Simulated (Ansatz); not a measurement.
# P: the cost of one run

Method: DFT PBEsol, scalar-relativistic, plane waves, PAW, in Ansatz 0.2.0.

2 further runs of the same task are left out: 2 that didn't finish. Runs told in other sessions of the task aren't counted.

**1. The starting structure**

Symmetry: C2/m, No. 12, monoclinic system. Conventional cell: a = 9.033 Å, b = 7.972 Å, c = 5.294 Å, α = 90.00°, β = 90.48°, γ = 90.00°. P (site symmetry m) has 3 P at 2.20 to 2.21 Å in its first shell of neighbours. Around P (site symmetry 1) lie 3 P at 2.21 Å.

Structure file:

```xyz
8
Lattice="4.5165 -3.9859 -0.0097 4.5165 3.9859 -0.0097 -0.0334 0.0000 5.2943" Properties=species:S:1:pos:R:3 pbc="T T T"
P     7.6816    0.0000    1.2413
P     1.3180    0.0000    4.0337
P     6.4768    0.0000    3.0861
P     2.5228    0.0000    2.1888
P     5.7727    1.1033    1.3079
P     3.2269    1.1033    3.9670
P     3.2269   -1.1033    3.9670
P     5.7727   -1.1033    1.3079
```

It goes back to an entry of the Materials Project, which need not be the stable form.

It is the result of an earlier relaxation at this level (volume 23.83 Å³/atom; gap on the mesh: 2.07 eV).

**2. The reference cell**

Reference values: F = -5918.6298 eV; pressure 0.00 GPa; largest force 0.001 eV/Å; gap on the mesh 2.07 eV. It was computed beforehand with the settings of the runs below.

**3. Setting up freezing in a mode**

Mode 22 of the phonon run on this cell, counted from the lowest, is frozen in: each atom moves by x times its row below, so x is the largest displacement.

```
atom      ux      uy      uz
  P1  -0.423   0.000  -0.351
  P2   0.423   0.000   0.351
  P3   0.002   0.000   1.000
  P4  -0.002   0.000  -1.000
  P5   0.214  -0.438  -0.316
  P6  -0.214  -0.438   0.316
  P7  -0.214   0.438   0.316
  P8   0.214   0.438  -0.316
```

**4. x = -0.200 Å**

The input, input.yaml:

```yaml
crystal:
  lattice:
    - [4.516498803, -3.9859026526, -0.0096600381]
    - [4.516498803, 3.9859026526, -0.0096600381]
    - [-0.0334229708, 0.0, 5.2942619569]
  atoms:
    - { symbol: P, position: [0.8606992831, 0.8606992831, 0.2508624035] }
    - { symbol: P, position: [0.1393007169, 0.1393007169, 0.7491375965] }
    - { symbol: P, position: [0.7189853568, 0.7189853568, 0.5477660854] }
    - { symbol: P, position: [0.2810146432, 0.2810146432, 0.4522339146] }
    - { symbol: P, position: [0.485902767, 0.7846803107, 0.2612900299] }
    - { symbol: P, position: [0.2153196893, 0.514097233, 0.7387099701] }
    - { symbol: P, position: [0.514097233, 0.2153196893, 0.7387099701] }
    - { symbol: P, position: [0.7846803107, 0.485902767, 0.2612900299] }
basis:
  ecutwfc: 420
kpoints:
  mp_grid: { grid: [6, 6, 6] }
hamiltonian:
  xc: pbesol
scf:
  occupations: { method: gaussian, width: 0.05 }
output:
  forces: true
  stress: true
  eigenvalues: true
```

Command:

```console
$ ansatz run input.yaml --threads 2 --pin off --max-ram 5120MiB --backend cpu --events-out ev --progress --plain --runs-dir out
```

What time and memory should one allow on 2 threads of Arm Neoverse V1, shared host?

About 12 s, with a peak of 0.57 GiB.
